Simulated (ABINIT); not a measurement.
# Al (P6_3/mmc) in ABINIT: optical spectrum with PBEsol

Aim: the optical spectrum of Al with PBEsol.

All numbers are computed with ABINIT 10.8.3 (patched build); they aren't measurements. Logs are shortened: lines on timing, memory, paths and dates and some standing lists are left out, and cuts for length are marked. The log counts tension as positive stress, the text compression.

## 1. The undisturbed crystal

It takes space group P6_3/mmc (No. 194, hexagonal). Conventional cell: a = 2.812 Å, b = 2.812 Å, c = 4.867 Å, α = 90.00°, β = 90.00°, γ = 120.00°. Al (site symmetry -6m2) is surrounded by 12 Al at 2.81 to 2.93 Å.

This isn't the form of Al at room conditions, which is fcc.

## 2. Optical spectrum, PBEsol (cell relaxed at zero pressure by an earlier run)

run.abi reads:

```
# Datasets
ndtset 3

# Pseudopotentials
pp_dirpath "./"
pseudos "Al.upf"

# Structure
acell 3*1.0
rprim
     5.2269245028     0.0000000000     0.0000000000
    -2.6134622609     4.5266494109     0.0000000000
     0.0000000000     0.0000000000     9.3129266500
ntypat 1
znucl 13
natom 2
typat 1 1
chkprim 0
chksymtnons 0
tolsym 1.0e-6
xred
            1/3            2/3            1/4
            2/3            1/3            3/4

# Plane-wave basis
ecut 20.0
ecutsm 0.5

# k points
ngkpt 18 18 10
nshiftk 1
shiftk 0.0 0.0 0.5
istwfk *1

# Exchange and correlation
ixc -116133

# Bands and occupations
occopt 3
tsmear 0.2 eV

# SCF cycle
nstep 80

# Output
iomode 3
prteig 0
prtebands 0

# Dataset 1: ground state
nband1 7
tolvrs1 1.0e-12
prtden1 1
prtwf1 0
kptopt1 1

# Dataset 2: empty bands at fixed density
iscf2 -3
getden2 1
nband2 19
nbdbuf2 4
tolwfr2 1.0e-12
nstep2 120
prtden2 0
kptopt2 1

# Dataset 3: wave functions and velocity matrix elements in the full zone
optdriver3 8
wfk_task3 "wfk_optics_fullbz"
getwfk3 2
nband3 15
kptopt3 1
prtevk3 1
inclvkb3 2
```

optic.abi reads:

```
&FILES
 ddkfile_1 = 'runo_DS3_1_EVK.nc',
 ddkfile_2 = 'runo_DS3_2_EVK.nc',
 ddkfile_3 = 'runo_DS3_3_EVK.nc',
 wfkfile = 'runo_DS3_WFK.nc'
/
&PARAMETERS
 broadening = 0.005512,
 domega = 0.002,
 maxomega = 0.8,
 scissor = 0.000000,
 tolerance = 0.002
/
&COMPUTATIONS
 num_lin_comp = 2,
 lin_comp = 11,33,
 num_nonlin_comp = 0
/
```

Potentials or basis: PseudoDojo NC SR PBEsol v0.4 stringent.

Command:

```sh
abinit run.abi > log 2>&1
optic optic.abi > optic.log 2>&1
```

run.abo:

```text
.Version 10.8.3 of ABINIT
 DATASET    1 : space group P6_3/m m c (#194); Bravais hP (primitive hexag.)
================================================================================
 Values of the parameters that define the memory need for DATASET  1.
     intxc =       0    ionmov =       0      iscf =       7    lmnmax =       6
     lnmax =       6     mgfft =      40  mpssoang =       3    mqgrid =    3001
     natom =       2  nloc_mem =       1    nspden =       1   nspinor =       1
    nsppol =       1      nsym =      24    n1xccc =    2501    ntypat =       1
    occopt =       3   xclevel =       2
       mpw =         954          nfft =       23040          nkpt =         185
================================================================================
================================================================================
[... 13 lines left out ...]
 DATASET    3 : space group P6_3/m m c (#194); Bravais hP (primitive hexag.)
================================================================================
 Values of the parameters that define the memory need for DATASET  3.
     intxc =       0    ionmov =       0      iscf =       7    lmnmax =       6
     lnmax =       6     mgfft =      40  mpssoang =       3    mqgrid =    3001
     natom =       2  nloc_mem =       1    nspden =       1   nspinor =       1
    nsppol =       1      nsym =      24    n1xccc =    2501    ntypat =       1
    occopt =       3   xclevel =       2
       mpw =         954          nfft =       23040          nkpt =         185
================================================================================
================================================================================

--------------------------------------------------------------------------------
------------- Echo of variables that govern the present computation ------------
--------------------------------------------------------------------------------
 -outvars: echo values of preprocessed input variables --------
            acell      1.0000000000E+00  1.0000000000E+00  1.0000000000E+00 Bohr
              amu      2.69815390E+01
          chkprim           0
      chksymtnons           0
             ecut      2.00000000E+01 Hartree
           ecutsm      5.00000000E-01 Hartree
           getden1          0
           getden2          1
           getden3          0
           getwfk1          0
           getwfk2          0
           getwfk3          2
             iscf1          7
             iscf2         -3
             iscf3          7
              ixc     -116133
           jdtset        1    2    3
                       outvar_i_n : Printing only first  50 k-points.
         kptrlatt       18    0    0      0   18    0      0    0   10
          kptrlen      9.31292665E+01
            natom           2
            nband1          7
            nband2         19
            nband3         15
           nbdbuf1          0
           nbdbuf2          4
           nbdbuf3          0
           ndtset           3
            ngfft          24      24      40
             nkpt         185
            nstep1         80
            nstep2        120
            nstep3         80
             nsym          24
           ntypat           1
                       prtocc : prtvol=0, do not print more k-points.
                       prtocc : prtvol=0, do not print more k-points.
                       prtocc : prtvol=0, do not print more k-points.
           occopt           3
        optdriver1          0
        optdriver2          0
        optdriver3          8
           prtden1          1
           prtden2          0
           prtden3          1
        prtebands           0
           prteig           0
           prtevk1          0
           prtevk2          0
           prtevk3          1
            prtwf1          0
            prtwf2          1
            prtwf3          1
            rprim      5.2269245028E+00  0.0000000000E+00  0.0000000000E+00
                      -2.6134622609E+00  4.5266494109E+00  0.0000000000E+00
                       0.0000000000E+00  0.0000000000E+00  9.3129266500E+00
           shiftk      0.00000000E+00  0.00000000E+00  5.00000000E-01
          spgroup         194
           tolsym      1.00000000E-06
           tolvrs1     1.00000000E-12
           tolvrs2     0.00000000E+00
           tolvrs3     0.00000000E+00
           tolwfr1     0.00000000E+00
           tolwfr2     1.00000000E-12
           tolwfr3     0.00000000E+00
           tsmear      7.34986444E-03 Hartree
            typat      1  1
         wfk_task1          0
         wfk_task2          0
         wfk_task3          7
                       outvars : Printing only first  50 k-points.
           xangst     -3.3514556428E-09  1.5969331389E+00  1.2320471367E+00
                       1.3829846624E+00  7.9846656946E-01  3.6961414100E+00
            xcart     -6.3333332879E-09  3.0177662739E+00  2.3282316625E+00
                       2.6134622482E+00  1.5088831370E+00  6.9846949875E+00
             xred      3.3333333333E-01  6.6666666667E-01  2.5000000000E-01
[... 162 lines left out ...]

--- !DatasetInfo
iteration_state: {dtset: 2, }
dimensions: {natom: 2, nkpt: 185, mband: 19, nsppol: 1, nspinor: 1, nspden: 1, mpw: 954, }
cutoff_energies: {ecut:  20.0, pawecutdg:  -1.0, }
electrons: {nelect:   6.00000000E+00, charge:   0.00000000E+00, occopt:   3.00000000E+00, tsmear:   7.34986444E-03, }
meta: {optdriver: 0, ionmov: 0, optcell: 0, iscf: -3, paral_kgb: 0, }
...

 mkfilename : getden/=0, take file _DEN from output of DATASET   1.

 Real(R)+Recip(G) space primitive vectors, cartesian coordinates (Bohr,Bohr^-1):
 R(1)=  5.2269245  0.0000000  0.0000000  G(1)=  0.1913171  0.1104570  0.0000000
 R(2)= -2.6134623  4.5266494  0.0000000  G(2)=  0.0000000  0.2209139  0.0000000
 R(3)=  0.0000000  0.0000000  9.3129267  G(3)=  0.0000000  0.0000000  0.1073776
 Unit cell volume ucvol=  2.2034808E+02 bohr^3
 Angles (23,13,12)=  9.00000000E+01  9.00000000E+01  1.20000000E+02 degrees

 getcut: wavevector=  0.0000  0.0000  0.0000  ngfft=  24  24  40
         ecut(hartree)=     20.000   => boxcut(ratio)=   2.13351
--------------------------------------------------------------------------------

================================================================================

--- !BeginCycle
iteration_state: {dtset: 2, }
solver: {iscf: -3, nstep: 120, nline: 4, wfoptalg: 0, }
tolerances: {tolwfr: 1.00E-12, }
...

     iter   Etot(hartree)      deltaE(h)  residm     vres2
 Non-SCF case, kpt    1 (  0.00000  0.00000  0.05000), residuals and eigenvalues=
  6.35E-13  8.61E-13  1.59E-13  3.85E-13  4.85E-13  3.33E-13  3.33E-13  8.12E-13
  7.47E-13  3.80E-13  8.66E-13  4.17E-13  4.39E-13  5.01E-13  4.72E-13  8.29E-11
  3.03E-10  1.37E-08  1.24E-04
 -1.2445E-01  7.2135E-02  1.1735E-01  6.5797E-01  7.3122E-01  7.3122E-01
  7.3357E-01  7.3357E-01  7.3568E-01  8.5060E-01  8.7563E-01  8.7563E-01
  8.9322E-01  8.9322E-01  8.9813E-01  9.3022E-01  9.3022E-01  1.0201E+00
  1.0208E+00
 prteigrs : prtvol=0 or 1, do not print more k-points.

--- !ResultsGS
iteration_state: {dtset: 2, }
comment   : Summary of ground state results
lattice_vectors:
- [  5.2269245,   0.0000000,   0.0000000, ]
- [ -2.6134623,   4.5266494,   0.0000000, ]
- [  0.0000000,   0.0000000,   9.3129266, ]
lattice_lengths: [   5.22692,    5.22692,    9.31293, ]
lattice_angles: [ 90.000,  90.000, 120.000, ] # degrees, (23, 13, 12)
lattice_volume:   2.2034808E+02
convergence: {deltae:  0.000E+00, res2:  0.000E+00, residm:  9.994E-13, diffor:  0.000E+00, }
etotal    :  -4.63874733E+00
entropy   :   0.00000000E+00
fermie    :   2.86258943E-01
cartesian_stress_tensor: null
pressure_GPa: null
xred      :
- [  3.3333E-01,   6.6667E-01,   2.5000E-01, Al]
- [  6.6667E-01,   3.3333E-01,   7.5000E-01, Al]
cartesian_forces: null
force_length_stats: {min: null, max: null, mean: null, }
...

 Integrated electronic density in atomic spheres:
 ------------------------------------------------
 Atom  Sphere_radius  Integrated_density
    1        2.00000          0.90376011
    2        2.00000          0.90376011
================================================================================

 ----iterations are completed or convergence reached----

 Mean square residual over all n,k,spin=   47.215E-14; max=  99.944E-14
 reduced coordinates (array xred) for    2 atoms
       0.333333333333      0.666666666667      0.250000000000
       0.666666666667      0.333333333333      0.750000000000

 cartesian coordinates (angstrom) at end:
    1     -0.00000000335146     1.59693313891380     1.23204713666197
    2      1.38298466238217     0.79846656945690     3.69614140998591
 length scales=  1.000000000000  1.000000000000  1.000000000000 bohr
              =  0.529177210544  0.529177210544  0.529177210544 angstroms
 Eigenvalues (hartree) for nkpt= 185  k points:
 kpt#   1, nband= 19, wtk=  0.00062, kpt=  0.0000  0.0000  0.0500 (reduced coord)
  -0.12445    0.07214    0.11735    0.65797    0.73122    0.73122    0.73357    0.73357
   0.73568    0.85060    0.87563    0.87563    0.89322    0.89322    0.89813    0.93022
   0.93022    1.02009    1.02079
      occupation numbers for kpt#   1
   2.00000    2.00000    2.00000    0.00000    0.00000    0.00000    0.00000    0.00000
   0.00000    0.00000    0.00000    0.00000    0.00000    0.00000    0.00000    0.00000
   0.00000    0.00000    0.00000
 prteigrs : prtvol=0 or 1, do not print more k-points.

--- !EnergyTerms
iteration_state     : {dtset: 2, }
comment             : Components of total free energy in Hartree
kinetic             :  1.72792976381570E+00
hartree             :  8.87914494518120E-03
xc                  : -2.17201584113458E+00
Ewald energy        : -5.41597774260467E+00
psp_core            :  3.73096701347000E-02
local_psp           :  3.42712174177122E-01
non_local_psp       :  8.36477681089145E-01
internal            : -4.63468514957741E+00
'-kT*entropy'       : -4.06219331692278E-03
total_energy        : -4.63874734289433E+00
...

--- !EnergyTermsDC
iteration_state     : {dtset: 2, }
comment             : '"Double-counting" decomposition of free energy'
band_energy         :  7.41353758292732E-01
Ewald energy        : -5.41597774260467E+00
psp_core            :  3.73096701347000E-02
xc_dc               :  2.62917794768747E-03
internal            : -4.63468513622955E+00
'-kT*entropy'       : -4.06219331692278E-03
total_energy_dc     : -4.63874732954647E+00
...

================================================================================
== DATASET  3 ==================================================================

--- !DatasetInfo
iteration_state: {dtset: 3, }
dimensions: {natom: 2, nkpt: 185, mband: 15, nsppol: 1, nspinor: 1, nspden: 1, mpw: 954, }
cutoff_energies: {ecut:  20.0, pawecutdg:  -1.0, }
electrons: {nelect:   6.00000000E+00, charge:   0.00000000E+00, occopt:   3.00000000E+00, tsmear:   7.34986444E-03, }
meta: {optdriver: 8, wfk_task: 7, }
...

 mkfilename : getwfk/=0, take file _WFK from output of DATASET   2.

--------------------------------------------------------------------------------

 Computation of velocity matrix elements (DDK)

 Parameters extracted from the Abinit header:
    ecut:     20.0
    nkpt:    3240
    mband:   19
    nsppol:  1
    nspinor: 1
    useylm:  0
    inclvkb: 2
    bmin: 1, bmax: 19
    Computing diagonal and off-diagonal matrix elements
    Between band index bmin: 1, bmax: 19

== END DATASET(S) ==============================================================
================================================================================

 -outvars: echo values of variables after computation  --------
            acell      1.0000000000E+00  1.0000000000E+00  1.0000000000E+00 Bohr
           etotal1    -4.6387473295E+00
           etotal2    -4.6387473295E+00
           etotal3     0.0000000000E+00
            fcart1    -6.6969377274E-28  1.1599436365E-27 -0.0000000000E+00
                       6.6969377274E-28 -1.1599436365E-27 -0.0000000000E+00
            fcart3     0.0000000000E+00  0.0000000000E+00  0.0000000000E+00
                       0.0000000000E+00  0.0000000000E+00  0.0000000000E+00
            rprim      5.2269245028E+00  0.0000000000E+00  0.0000000000E+00
                      -2.6134622609E+00  4.5266494109E+00  0.0000000000E+00
                       0.0000000000E+00  0.0000000000E+00  9.3129266500E+00
           strten1    -8.6787185766E-05 -8.6787186051E-05  9.9299484879E-05
                       0.0000000000E+00  0.0000000000E+00  1.7321334579E-13
           strten3     0.0000000000E+00  0.0000000000E+00  0.0000000000E+00
                       0.0000000000E+00  0.0000000000E+00  0.0000000000E+00
           xangst     -3.3514556428E-09  1.5969331389E+00  1.2320471367E+00
                       1.3829846624E+00  7.9846656946E-01  3.6961414100E+00
             xred      3.3333333333E-01  6.6666666667E-01  2.5000000000E-01
                       6.6666666667E-01  3.3333333333E-01  7.5000000000E-01
 Calculation completed.
```

Run time: 98 s. Hardware: 1 thread of Arm Neoverse V2, shared host; peak memory 1.1 GiB.

Results:

| Item | Value |
| --- | --- |
| Free energy | -126.2267 eV |
| Pressure | 0.7 GPa |

Dielectric function (mean over the directions given):
```
energy (eV)  real part  imaginary part
       0.33      48.01           31.36
       0.76      53.56           60.69
       1.31     -27.04           40.75
       1.74     -17.92           15.63
       2.29     -10.71            7.76
       2.83      -7.51            3.96
       3.27      -5.07            2.97
       3.81      -4.07            1.76
       4.25      -2.67            1.19
       4.79      -2.10            1.11
       5.33      -1.56            0.77
       5.77      -1.26            0.60
       6.31      -0.86            0.48
       6.75      -0.61            0.40
       7.29      -0.46            0.33
       7.84      -0.25            0.24
       8.27      -0.12            0.22
       8.82       0.00            0.19
       9.36       0.11            0.15
       9.80       0.18            0.13
      10.34       0.28            0.10
      10.78       0.33            0.10
      11.32       0.39            0.08
      11.86       0.44            0.07
      12.30       0.48            0.06
      12.84       0.53            0.06
      13.28       0.56            0.05
      13.82       0.60            0.04
      14.37       0.62            0.04
      14.80       0.64            0.04
      15.35       0.67            0.04
      15.89       0.69            0.03
      16.33       0.70            0.03
      16.87       0.72            0.03
      17.31       0.74            0.02
      17.85       0.75            0.02
      18.39       0.77            0.02
      18.83       0.78            0.02
      19.38       0.79            0.02
      19.92       0.80            0.02
```

Caveat: the intraband (Drude) term is left out; spectra need much finer meshes, so this one isn't converged; independent-particle spectra lack excitons.
